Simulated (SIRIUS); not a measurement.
# Pd (Fm-3m) in SIRIUS: further runs, part 2 of 3

SIRIUS 7.12.0. The steps go on from the part before.

## Step 4: Equation of state, PBE, 14.46 Å³/atom (volume scaled by 0.98)

The input, sirius.json:

```json
{
  "control": {
    "processing_unit": "cpu",
    "std_evp_solver_name": "lapack",
    "gen_evp_solver_name": "lapack",
    "verbosity": 2,
    "print_forces": false,
    "ortho_rf": true,
    "use_second_variation": true,
    "rmt_max": 3.0,
    "num_bands_to_print": 17,
    "save_wf": true
  },
  "parameters": {
    "electronic_structure_method": "full_potential_lapwlo",
    "xc_functionals": ["XC_GGA_X_PBE", "XC_GGA_C_PBE"],
    "core_relativity": "dirac",
    "valence_relativity": "iora",
    "num_fv_states": 17,
    "smearing": "fermi_dirac",
    "smearing_width": 0.0018374661,
    "pw_cutoff": 20,
    "gk_cutoff": 3.52,
    "lmax_apw": 10,
    "lmax_rho": 8,
    "lmax_pot": 8,
    "num_mag_dims": 0,
    "auto_rmt": 0,
    "ngridk": [12, 12, 12],
    "shiftk": [0, 0, 0],
    "num_dft_iter": 80,
    "energy_tol": 1e-07,
    "density_tol": 1e-05,
    "use_symmetry": true
  },
  "settings": {"tol_ne": 1e-10},
  "iterative_solver": {"type": "exact"},
  "mixer": {"type": "anderson", "beta": 0.5, "max_history": 8},
  "unit_cell": {
    "lattice_vectors": [[0.0, 3.6536642323, 3.6536642323], [3.6536642323, 0.0, 3.6536642323], [3.6536642323, 3.6536642323, 0.0]],
    "atom_types": ["Pd"],
    "atom_files": {"Pd": "Pd.json"},
    "atoms": {"Pd": [[0.0, 0.0, 0.0]]}
  }
}
```

The input, Pd.json:

```json
{
  "name": "palladium",
  "symbol": "Pd",
  "number": 46,
  "mass": 106.42,
  "rmin": 1e-06,
  "rmt": 2.5,
  "nrmt": 800,
  "rinf": 14.72,
  "core": "1s2s2p3s3p3d",
  "valence": [
    {"basis": [{"enu": 0.1, "dme": 0, "n": 0, "auto": 0}, {"enu": 0.1, "dme": 1, "n": 0, "auto": 0}]},
    {"l": 0, "n": 1, "basis": [{"enu": 0.2, "dme": 0, "n": 0, "auto": 0}]},
    {"l": 1, "n": 2, "basis": [{"enu": 0.2, "dme": 0, "n": 0, "auto": 0}]},
    {"l": 2, "n": 3, "basis": [{"enu": 0.2, "dme": 0, "n": 0, "auto": 0}]},
    {"l": 3, "n": 4, "basis": [{"enu": 0.2, "dme": 0, "n": 0, "auto": 0}]}
  ],
  "lo": [
    {"l": 0, "basis": [{"enu": 0.2, "dme": 0, "n": 0, "auto": 0}, {"enu": 0.2, "dme": 1, "n": 0, "auto": 0}]},
    {"l": 0, "basis": [{"enu": -2.77, "dme": 0, "n": 4, "auto": 1}, {"enu": -2.77, "dme": 1, "n": 4, "auto": 1}]},
    {"l": 0, "basis": [{"enu": -2.77, "dme": 1, "n": 4, "auto": 1}, {"enu": 0.2, "dme": 0, "n": 0, "auto": 0}]},
    {"l": 0, "basis": [{"enu": 0.2, "dme": 0, "n": 0, "auto": 0}, {"enu": 2.76, "dme": 0, "n": 0, "auto": 0}]},
    {"l": 1, "basis": [{"enu": 0.2, "dme": 0, "n": 0, "auto": 0}, {"enu": 0.2, "dme": 1, "n": 0, "auto": 0}]},
    {
      "l": 1,
      "basis": [{"enu": -1.5249, "dme": 0, "n": 4, "auto": 1}, {"enu": -1.5249, "dme": 1, "n": 4, "auto": 1}]
    },
    {"l": 1, "basis": [{"enu": -1.5249, "dme": 1, "n": 4, "auto": 1}, {"enu": 0.2, "dme": 0, "n": 0, "auto": 0}]},
    {"l": 1, "basis": [{"enu": 0.2, "dme": 0, "n": 0, "auto": 0}, {"enu": 3.144, "dme": 0, "n": 0, "auto": 0}]},
    {"l": 2, "basis": [{"enu": 0.2, "dme": 0, "n": 0, "auto": 0}, {"enu": 0.2, "dme": 1, "n": 0, "auto": 0}]},
    {"l": 2, "basis": [{"enu": 0.2, "dme": 1, "n": 0, "auto": 0}, {"enu": 0.2, "dme": 2, "n": 0, "auto": 0}]},
    {"l": 2, "basis": [{"enu": 0.2, "dme": 0, "n": 0, "auto": 0}, {"enu": 2.696, "dme": 0, "n": 0, "auto": 0}]},
    {"l": 3, "basis": [{"enu": 0.2, "dme": 0, "n": 0, "auto": 0}, {"enu": 0.2, "dme": 1, "n": 0, "auto": 0}]},
    {"l": 3, "basis": [{"enu": 0.2, "dme": 0, "n": 0, "auto": 0}, {"enu": 2.984, "dme": 0, "n": 0, "auto": 0}]}
  ],
  "free_atom": [... radial grid and density of the free atom, the start of the SCF ...]
}
```

The input, sirius_start.json:

```json
{
  "control": {
    "processing_unit": "cpu",
    "std_evp_solver_name": "lapack",
    "gen_evp_solver_name": "lapack",
    "verbosity": 1,
    "print_forces": false,
    "ortho_rf": true,
    "use_second_variation": true,
    "rmt_max": 3.0,
    "num_bands_to_print": 17,
    "save_wf": false
  },
  "parameters": {
    "electronic_structure_method": "full_potential_lapwlo",
    "xc_functionals": ["XC_LDA_X", "XC_LDA_C_PW"],
    "core_relativity": "dirac",
    "valence_relativity": "iora",
    "num_fv_states": 17,
    "smearing": "fermi_dirac",
    "smearing_width": 0.0055123983,
    "pw_cutoff": 20,
    "gk_cutoff": 2.82,
    "lmax_apw": 10,
    "lmax_rho": 8,
    "lmax_pot": 8,
    "num_mag_dims": 0,
    "auto_rmt": 0,
    "ngridk": [5, 5, 5],
    "shiftk": [0, 0, 0],
    "num_dft_iter": 30,
    "energy_tol": 0.01,
    "density_tol": 0.05,
    "use_symmetry": true
  },
  "settings": {"tol_ne": 1e-10},
  "iterative_solver": {"type": "exact"},
  "mixer": {"type": "anderson", "beta": 0.5, "max_history": 8},
  "unit_cell": {
    "lattice_vectors": [[0.0, 3.6536642323, 3.6536642323], [3.6536642323, 0.0, 3.6536642323], [3.6536642323, 3.6536642323, 0.0]],
    "atom_types": ["Pd"],
    "atom_files": {"Pd": "Pd.json"},
    "atoms": {"Pd": [[0.0, 0.0, 0.0]]}
  }
}
```

Command:

```bash
$ OMP_NUM_THREADS=1 sirius.scf --input=sirius_start.json --output=start.json
$ OMP_NUM_THREADS=1 sirius.scf --input=sirius.json --output=output.json --task=1
```

Wall time 17 s (1 thread of Intel Xeon 6975P-C (Granite Rapids), shared host); peak memory 0.3 GiB.

The run converged. Its results:

```yaml
Free_energy: -137337.2016 eV
Band_gap_on_the_k_mesh: none (metal or under the smearing width)
All_electrons_inside_the_program's_atomic_spheres: Pd 44.92 (radii Pd 2.5 bohr)
```

## Step 5: Equation of state, PBE, 14.75 Å³/atom

sirius.json, as its differences from that of step 4:

```diff
@@ -39,3 +39,3 @@
   "unit_cell": {
-    "lattice_vectors": [[0.0, 3.6536642323, 3.6536642323], [3.6536642323, 0.0, 3.6536642323], [3.6536642323, 3.6536642323, 0.0]],
+    "lattice_vectors": [[0.0, 3.6783519016, 3.6783519016], [3.6783519016, 0.0, 3.6783519016], [3.6783519016, 3.6783519016, 0.0]],
     "atom_types": ["Pd"],
```

The input, Pd.json:

```json
{
  "name": "palladium",
  "symbol": "Pd",
  "number": 46,
  "mass": 106.42,
  "rmin": 1e-06,
  "rmt": 2.5,
  "nrmt": 800,
  "rinf": 14.72,
  "core": "1s2s2p3s3p3d",
  "valence": [
    {"basis": [{"enu": 0.08, "dme": 0, "n": 0, "auto": 0}, {"enu": 0.08, "dme": 1, "n": 0, "auto": 0}]},
    {"l": 0, "n": 1, "basis": [{"enu": 0.18, "dme": 0, "n": 0, "auto": 0}]},
    {"l": 1, "n": 2, "basis": [{"enu": 0.18, "dme": 0, "n": 0, "auto": 0}]},
    {"l": 2, "n": 3, "basis": [{"enu": 0.18, "dme": 0, "n": 0, "auto": 0}]},
    {"l": 3, "n": 4, "basis": [{"enu": 0.18, "dme": 0, "n": 0, "auto": 0}]}
  ],
  "lo": [
    {"l": 0, "basis": [{"enu": 0.18, "dme": 0, "n": 0, "auto": 0}, {"enu": 0.18, "dme": 1, "n": 0, "auto": 0}]},
    {"l": 0, "basis": [{"enu": -2.79, "dme": 0, "n": 4, "auto": 1}, {"enu": -2.79, "dme": 1, "n": 4, "auto": 1}]},
    {"l": 0, "basis": [{"enu": -2.79, "dme": 1, "n": 4, "auto": 1}, {"enu": 0.18, "dme": 0, "n": 0, "auto": 0}]},
    {"l": 0, "basis": [{"enu": 0.18, "dme": 0, "n": 0, "auto": 0}, {"enu": 2.74, "dme": 0, "n": 0, "auto": 0}]},
    {"l": 1, "basis": [{"enu": 0.18, "dme": 0, "n": 0, "auto": 0}, {"enu": 0.18, "dme": 1, "n": 0, "auto": 0}]},
    {
      "l": 1,
      "basis": [{"enu": -1.5449, "dme": 0, "n": 4, "auto": 1}, {"enu": -1.5449, "dme": 1, "n": 4, "auto": 1}]
    },
    {
      "l": 1,
      "basis": [{"enu": -1.5449, "dme": 1, "n": 4, "auto": 1}, {"enu": 0.18, "dme": 0, "n": 0, "auto": 0}]
    },
    {"l": 1, "basis": [{"enu": 0.18, "dme": 0, "n": 0, "auto": 0}, {"enu": 3.124, "dme": 0, "n": 0, "auto": 0}]},
    {"l": 2, "basis": [{"enu": 0.18, "dme": 0, "n": 0, "auto": 0}, {"enu": 0.18, "dme": 1, "n": 0, "auto": 0}]},
    {"l": 2, "basis": [{"enu": 0.18, "dme": 1, "n": 0, "auto": 0}, {"enu": 0.18, "dme": 2, "n": 0, "auto": 0}]},
    {"l": 2, "basis": [{"enu": 0.18, "dme": 0, "n": 0, "auto": 0}, {"enu": 2.676, "dme": 0, "n": 0, "auto": 0}]},
    {"l": 3, "basis": [{"enu": 0.18, "dme": 0, "n": 0, "auto": 0}, {"enu": 0.18, "dme": 1, "n": 0, "auto": 0}]},
    {"l": 3, "basis": [{"enu": 0.18, "dme": 0, "n": 0, "auto": 0}, {"enu": 2.964, "dme": 0, "n": 0, "auto": 0}]}
  ],
  "free_atom": [... radial grid and density of the free atom, the start of the SCF ...]
}
```

sirius_start.json, as its differences from that of step 4:

```diff
@@ -39,3 +39,3 @@
   "unit_cell": {
-    "lattice_vectors": [[0.0, 3.6536642323, 3.6536642323], [3.6536642323, 0.0, 3.6536642323], [3.6536642323, 3.6536642323, 0.0]],
+    "lattice_vectors": [[0.0, 3.6783519016, 3.6783519016], [3.6783519016, 0.0, 3.6783519016], [3.6783519016, 3.6783519016, 0.0]],
     "atom_types": ["Pd"],
```

Command:

```bash
$ OMP_NUM_THREADS=1 sirius.scf --input=sirius_start.json --output=start.json
$ OMP_NUM_THREADS=1 sirius.scf --input=sirius.json --output=output.json --task=1
```

It took 19 s on 1 thread of Intel Xeon 6975P-C (Granite Rapids), shared host; peak memory 0.3 GiB.

The run converged. Its results:

| Item | Value |
| --- | --- |
| Free energy | -137337.2173 eV |
| Band gap on the k mesh | none (metal or under the smearing width) |
| All electrons inside the program's atomic spheres | Pd 44.89 (radii Pd 2.5 bohr) |

## Step 6: Equation of state, PBE, 15.05 Å³/atom (volume scaled by 1.02)

sirius.json, as its differences from that of step 5:

```diff
@@ -39,3 +39,3 @@
   "unit_cell": {
-    "lattice_vectors": [[0.0, 3.6783519016, 3.6783519016], [3.6783519016, 0.0, 3.6783519016], [3.6783519016, 3.6783519016, 0.0]],
+    "lattice_vectors": [[0.0, 3.702712558, 3.702712558], [3.702712558, 0.0, 3.702712558], [3.702712558, 3.702712558, 0.0]],
     "atom_types": ["Pd"],
```

The input, Pd.json:

```json
{
  "name": "palladium",
  "symbol": "Pd",
  "number": 46,
  "mass": 106.42,
  "rmin": 1e-06,
  "rmt": 2.5,
  "nrmt": 800,
  "rinf": 14.72,
  "core": "1s2s2p3s3p3d",
  "valence": [
    {"basis": [{"enu": 0.07, "dme": 0, "n": 0, "auto": 0}, {"enu": 0.07, "dme": 1, "n": 0, "auto": 0}]},
    {"l": 0, "n": 1, "basis": [{"enu": 0.17, "dme": 0, "n": 0, "auto": 0}]},
    {"l": 1, "n": 2, "basis": [{"enu": 0.17, "dme": 0, "n": 0, "auto": 0}]},
    {"l": 2, "n": 3, "basis": [{"enu": 0.17, "dme": 0, "n": 0, "auto": 0}]},
    {"l": 3, "n": 4, "basis": [{"enu": 0.17, "dme": 0, "n": 0, "auto": 0}]}
  ],
  "lo": [
    {"l": 0, "basis": [{"enu": 0.17, "dme": 0, "n": 0, "auto": 0}, {"enu": 0.17, "dme": 1, "n": 0, "auto": 0}]},
    {"l": 0, "basis": [{"enu": -2.8, "dme": 0, "n": 4, "auto": 1}, {"enu": -2.8, "dme": 1, "n": 4, "auto": 1}]},
    {"l": 0, "basis": [{"enu": -2.8, "dme": 1, "n": 4, "auto": 1}, {"enu": 0.17, "dme": 0, "n": 0, "auto": 0}]},
    {"l": 0, "basis": [{"enu": 0.17, "dme": 0, "n": 0, "auto": 0}, {"enu": 2.73, "dme": 0, "n": 0, "auto": 0}]},
    {"l": 1, "basis": [{"enu": 0.17, "dme": 0, "n": 0, "auto": 0}, {"enu": 0.17, "dme": 1, "n": 0, "auto": 0}]},
    {
      "l": 1,
      "basis": [{"enu": -1.5549, "dme": 0, "n": 4, "auto": 1}, {"enu": -1.5549, "dme": 1, "n": 4, "auto": 1}]
    },
    {
      "l": 1,
      "basis": [{"enu": -1.5549, "dme": 1, "n": 4, "auto": 1}, {"enu": 0.17, "dme": 0, "n": 0, "auto": 0}]
    },
    {"l": 1, "basis": [{"enu": 0.17, "dme": 0, "n": 0, "auto": 0}, {"enu": 3.114, "dme": 0, "n": 0, "auto": 0}]},
    {"l": 2, "basis": [{"enu": 0.17, "dme": 0, "n": 0, "auto": 0}, {"enu": 0.17, "dme": 1, "n": 0, "auto": 0}]},
    {"l": 2, "basis": [{"enu": 0.17, "dme": 1, "n": 0, "auto": 0}, {"enu": 0.17, "dme": 2, "n": 0, "auto": 0}]},
    {"l": 2, "basis": [{"enu": 0.17, "dme": 0, "n": 0, "auto": 0}, {"enu": 2.666, "dme": 0, "n": 0, "auto": 0}]},
    {"l": 3, "basis": [{"enu": 0.17, "dme": 0, "n": 0, "auto": 0}, {"enu": 0.17, "dme": 1, "n": 0, "auto": 0}]},
    {"l": 3, "basis": [{"enu": 0.17, "dme": 0, "n": 0, "auto": 0}, {"enu": 2.954, "dme": 0, "n": 0, "auto": 0}]}
  ],
  "free_atom": [... radial grid and density of the free atom, the start of the SCF ...]
}
```

sirius_start.json, as its differences from that of step 5:

```diff
@@ -39,3 +39,3 @@
   "unit_cell": {
-    "lattice_vectors": [[0.0, 3.6783519016, 3.6783519016], [3.6783519016, 0.0, 3.6783519016], [3.6783519016, 3.6783519016, 0.0]],
+    "lattice_vectors": [[0.0, 3.702712558, 3.702712558], [3.702712558, 0.0, 3.702712558], [3.702712558, 3.702712558, 0.0]],
     "atom_types": ["Pd"],
```

Potentials or basis: all-electron FP-LAPW, apw+lo standard.

Command:

```bash
$ OMP_NUM_THREADS=1 sirius.scf --input=sirius_start.json --output=start.json
$ OMP_NUM_THREADS=1 sirius.scf --input=sirius.json --output=output.json --task=1
```

Run time: 19 s. Hardware: 1 thread of Intel Xeon 6975P-C (Granite Rapids), shared host; peak memory 0.3 GiB.

The run converged. Its results:

* Free energy: -137337.2256 eV
* Band gap on the k mesh: none (metal or under the smearing width)
* All electrons inside the program's atomic spheres: Pd 44.86 (radii Pd 2.5 bohr)

## Step 7: Equation of state, PBE, 15.34 Å³/atom (volume scaled by 1.04)

sirius.json, as its differences from that of step 6:

```diff
@@ -39,3 +39,3 @@
   "unit_cell": {
-    "lattice_vectors": [[0.0, 3.702712558, 3.702712558], [3.702712558, 0.0, 3.702712558], [3.702712558, 3.702712558, 0.0]],
+    "lattice_vectors": [[0.0, 3.7267568196, 3.7267568196], [3.7267568196, 0.0, 3.7267568196], [3.7267568196, 3.7267568196, 0.0]],
     "atom_types": ["Pd"],
```

The input, Pd.json:

```json
{
  "name": "palladium",
  "symbol": "Pd",
  "number": 46,
  "mass": 106.42,
  "rmin": 1e-06,
  "rmt": 2.5,
  "nrmt": 800,
  "rinf": 14.72,
  "core": "1s2s2p3s3p3d",
  "valence": [
    {"basis": [{"enu": 0.06, "dme": 0, "n": 0, "auto": 0}, {"enu": 0.06, "dme": 1, "n": 0, "auto": 0}]},
    {"l": 0, "n": 1, "basis": [{"enu": 0.16, "dme": 0, "n": 0, "auto": 0}]},
    {"l": 1, "n": 2, "basis": [{"enu": 0.16, "dme": 0, "n": 0, "auto": 0}]},
    {"l": 2, "n": 3, "basis": [{"enu": 0.16, "dme": 0, "n": 0, "auto": 0}]},
    {"l": 3, "n": 4, "basis": [{"enu": 0.16, "dme": 0, "n": 0, "auto": 0}]}
  ],
  "lo": [
    {"l": 0, "basis": [{"enu": 0.16, "dme": 0, "n": 0, "auto": 0}, {"enu": 0.16, "dme": 1, "n": 0, "auto": 0}]},
    {"l": 0, "basis": [{"enu": -2.81, "dme": 0, "n": 4, "auto": 1}, {"enu": -2.81, "dme": 1, "n": 4, "auto": 1}]},
    {"l": 0, "basis": [{"enu": -2.81, "dme": 1, "n": 4, "auto": 1}, {"enu": 0.16, "dme": 0, "n": 0, "auto": 0}]},
    {"l": 0, "basis": [{"enu": 0.16, "dme": 0, "n": 0, "auto": 0}, {"enu": 2.72, "dme": 0, "n": 0, "auto": 0}]},
    {"l": 1, "basis": [{"enu": 0.16, "dme": 0, "n": 0, "auto": 0}, {"enu": 0.16, "dme": 1, "n": 0, "auto": 0}]},
    {
      "l": 1,
      "basis": [{"enu": -1.5649, "dme": 0, "n": 4, "auto": 1}, {"enu": -1.5649, "dme": 1, "n": 4, "auto": 1}]
    },
    {
      "l": 1,
      "basis": [{"enu": -1.5649, "dme": 1, "n": 4, "auto": 1}, {"enu": 0.16, "dme": 0, "n": 0, "auto": 0}]
    },
    {"l": 1, "basis": [{"enu": 0.16, "dme": 0, "n": 0, "auto": 0}, {"enu": 3.104, "dme": 0, "n": 0, "auto": 0}]},
    {"l": 2, "basis": [{"enu": 0.16, "dme": 0, "n": 0, "auto": 0}, {"enu": 0.16, "dme": 1, "n": 0, "auto": 0}]},
    {"l": 2, "basis": [{"enu": 0.16, "dme": 1, "n": 0, "auto": 0}, {"enu": 0.16, "dme": 2, "n": 0, "auto": 0}]},
    {"l": 2, "basis": [{"enu": 0.16, "dme": 0, "n": 0, "auto": 0}, {"enu": 2.656, "dme": 0, "n": 0, "auto": 0}]},
    {"l": 3, "basis": [{"enu": 0.16, "dme": 0, "n": 0, "auto": 0}, {"enu": 0.16, "dme": 1, "n": 0, "auto": 0}]},
    {"l": 3, "basis": [{"enu": 0.16, "dme": 0, "n": 0, "auto": 0}, {"enu": 2.944, "dme": 0, "n": 0, "auto": 0}]}
  ],
  "free_atom": [... radial grid and density of the free atom, the start of the SCF ...]
}
```

sirius_start.json, as its differences from that of step 6:

```diff
@@ -39,3 +39,3 @@
   "unit_cell": {
-    "lattice_vectors": [[0.0, 3.702712558, 3.702712558], [3.702712558, 0.0, 3.702712558], [3.702712558, 3.702712558, 0.0]],
+    "lattice_vectors": [[0.0, 3.7267568196, 3.7267568196], [3.7267568196, 0.0, 3.7267568196], [3.7267568196, 3.7267568196, 0.0]],
     "atom_types": ["Pd"],
```

Command:

```bash
$ OMP_NUM_THREADS=1 sirius.scf --input=sirius_start.json --output=start.json
$ OMP_NUM_THREADS=1 sirius.scf --input=sirius.json --output=output.json --task=1
```

Run time: 20 s. Hardware: 1 thread of Intel Xeon 6975P-C (Granite Rapids), shared host; peak memory 0.31 GiB.

It converged, with:

```yaml
Free_energy: -137337.2277 eV
Band_gap_on_the_k_mesh: none (metal or under the smearing width)
All_electrons_inside_the_program's_atomic_spheres: Pd 44.83 (radii Pd 2.5 bohr)
```

[end of part 2 of 3]
